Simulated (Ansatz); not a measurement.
# Ionic part of the dielectric constant of ZnSe, mode by mode

Theory: DFT LDA, scalar-relativistic, plane waves, PAW in Ansatz. Plane waves to 420 eV; Γ-centred k mesh 6×6×6; fixed occupations. No spin polarisation. Phonons by linear response, acoustic sum rule imposed.

It takes space group F-43m (No. 216, cubic). Conventional cell: a = 5.563 Å, b = 5.563 Å, c = 5.563 Å, α = 90.00°, β = 90.00°, γ = 90.00°. Around Zn (site symmetry -43m) lie 4 Se at 2.41 Å. Se (site symmetry -43m) is surrounded by 4 Zn at 2.41 Å.

The cell is the ideal cubic zincblende prototype. The run warned that the force constants aren't converged on this k mesh, so the frequencies and all that is formed from them are rough.

The primitive cell has V = 43.04 Å³ and ε∞,zz = 7.512. Each polar mode adds Δε = (4.92064×10⁷/V)·S/ν² along z, with S its oscillator strength in e²/amu, ν in cm⁻¹ and V in Å³.

Q: From these modes, find each Δε and ε0,zz.
```
ν (cm⁻¹) S_zz (e²/amu)
   218.7         0.1084
```

A:
| ν (cm⁻¹) | Δε |
| --- | --- |
| 218.7 | 2.59 |

The sum is 2.591, so ε0,zz = 10.10; the run's tensor has 10.10.

Q: Where do the longitudinal modes lie for a wave vector along z?

A: At 254 cm⁻¹. The Lyddane–Sachs–Teller product Π(ν_LO/ν_TO)² = 1.34 matches ε0/ε∞ = 1.34.

Cost: 1 run of about 0.39 core-minutes, on Intel Xeon 6975P-C (Granite Rapids) (shared hosts).

Most of the static screening in ZnSe is electronic: the lattice adds only 2.59 to an ε∞ of 7.512. This fits a polar but substantially covalent tetrahedral semiconductor, whose valence electrons are readily polarised. The ionic part comes from the Zn and Se sublattices moving against each other. Their relative displacement is fixed by symmetry and momentum conservation, so the oscillator strength reflects the Born charges and masses, while the restoring force enters through the frequency. The strength implies a Born charge close to the nominal divalent one, but this dynamical charge includes electron transfer during the motion and doesn't indicate fully ionic bonding.

Both ε∞ and ε0 lie above the established experimental values. The likely main cause is the LDA's too small band gap, which makes the electrons too polarisable, though Brillouin-zone sampling may contribute. The Lyddane–Sachs–Teller agreement shows that the charges, frequencies and dielectric constants are mutually consistent, but it can't validate any of them separately, since the relation holds by construction within harmonic theory.
